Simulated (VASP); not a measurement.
**VASP 6.6.1 run: CaSe**

INCAR

```
PREC = Accurate
GGA = PE
ENCUT = 520
NBANDS = 15
LDAUTYPE = 2
SIGMA = 0.02
LDAUU = 4 4 4
LREAL = .FALSE.
ISMEAR = -1
LCHARG = .FALSE.
EDIFF = 1E-7
LASPH = .TRUE.
LDAU = .TRUE.
LWAVE = .FALSE.
IBRION = -1
NSW = 0
NELM = 67
LDAUL = 2 2 2
ISIF = 2
```

KPOINTS

```
KPOINTS created by Atomic Simulation Environment
0
Gamma
8 8 8
0 0 0
```

POSCAR

```
Ca Se
 1.0000000000000000
     0.0000000000000000    2.9675351117000002    3.0868300232000001
     2.9675351117000002    0.0000000000000000    3.0868300232000001
     2.9675351117000002    2.9675351117000002    0.0000000000000000
 Ca  Se
   1   1
Cartesian
  0.0000000000000000  0.0000000000000000  0.0000000000000000
  2.9675351116999997  2.9675351116999997  3.0868300232000001
```

The recommended PBE PAW datasets give the neutral cell 16 valence electrons.

Command

```
mpirun -np 1 vasp_std
```

OSZICAR

```
N       E                     dE             d eps       ncg     rms          rms(c)
DAV:   1     0.111077343697E+03    0.11108E+03   -0.75855E+03  1770   0.986E+02
DAV:   2    -0.422033437646E+01   -0.11530E+03   -0.10950E+03  2232   0.242E+02
DAV:   3    -0.907725030031E+01   -0.48569E+01   -0.48178E+01  2492   0.479E+01
DAV:   4    -0.929154951312E+01   -0.21430E+00   -0.21423E+00  2386   0.863E+00
DAV:   5    -0.929270996500E+01   -0.11605E-02   -0.11604E-02  2389   0.708E-01    0.438E+00
DAV:   6    -0.908350632507E+01    0.20920E+00   -0.28086E-01  2071   0.277E+00    0.253E+00
DAV:   7    -0.906982750922E+01    0.13679E-01   -0.13839E-01  2276   0.214E+00    0.902E-01
DAV:   8    -0.907431398815E+01   -0.44865E-02   -0.17485E-02  1833   0.880E-01    0.132E-01
DAV:   9    -0.907431341470E+01    0.57345E-06   -0.85333E-04  2325   0.218E-01    0.595E-02
DAV:  10    -0.907450158997E+01   -0.18818E-03   -0.23437E-04  1882   0.103E-01    0.179E-02
DAV:  11    -0.907450824455E+01   -0.66546E-05   -0.34415E-05  2155   0.454E-02    0.163E-02
DAV:  12    -0.907450666452E+01    0.15800E-05   -0.53928E-06  2135   0.117E-02    0.192E-03
DAV:  13    -0.907450649636E+01    0.16816E-06   -0.37811E-07  2281   0.437E-03    0.108E-03
DAV:  14    -0.907450639788E+01    0.98481E-07   -0.31087E-08  1305   0.130E-03
   1 F= -.90745064E+01 E0= -.90745064E+01  d E =-.155812E-13
```

Standard output (part)

```
POSCAR found type information on POSCAR CaSe
 POSCAR found :  2 types and       2 ions
 LDA part: xc-table for (Slater+PW92), standard interpolation
 POSCAR, INCAR and KPOINTS ok, starting setup
 WAVECAR not read
 entering main loop
```

It converged. Results: gap between bands v and c on the k mesh 2.60 eV; least direct gap on the k mesh 2.96 eV; pressure 1.0 GPa. Band v is the last that the valence electrons fill when counted band by band, and c is the next.

Task: What is wrong with this input?

Result: Wrong count of Hubbard values. On sound settings PBE gives a gap of 2.13 eV on its mesh and a pressure of -0.9 GPa for the intended cell. This run's energy (σ→0) differs from it by 197 meV an atom.
